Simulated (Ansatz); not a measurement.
## PbSe: equation of state with PBE

The system is PbSe, a slab with vacuum.

```
Pb Se
1.0
     4.41489    0.00000    0.00000
    -0.01031    4.41488    0.00000
    -2.20229   -2.20744   12.00080
Pb Se
2 2
Direct
  0.80684 0.80730 0.61844
  0.18545 0.19981 0.38238
  0.28733 0.32315 0.62319
  0.68427 0.69990 0.37796
```

- Program: Ansatz 0.2.0
- Task: equation of state
- Functional: PBE
- Potentials or basis: all-electron LAPW, scalar-relativistic
- Basis error allowed: 0.001 eV/atom
- k mesh: 6 × 6 × 3
- Occupations: fermi-dirac, width 0.05 eV
- Spin: no spin polarisation

- Equilibrium volume: 57.36 Å³/atom
- Bulk modulus at fixed shape and positions: 23 GPa
- Pressure derivative of the bulk modulus: 4.4

Energy against volume, from the lowest point:
```tsv
volume (Å³/atom)	energy (meV/atom)
54.969	7.73
56.138	1.94
57.308	0.00
58.477	1.50
59.647	6.09
60.817	13.45
61.986	23.29
```

All runs of the series together: 14 min on 2 threads of Intel(R) Xeon(R) Platinum 8259CL CPU @ 2.50GHz (Skylake/Cascade Lake), on a shared host.

Caveat: the cell was scaled at fixed shape and fractional positions, which overstates the stiffness of a crystal with free parameters, most of all of layers and chains. Spin-orbit coupling is left out, which matters for the levels of Pb.
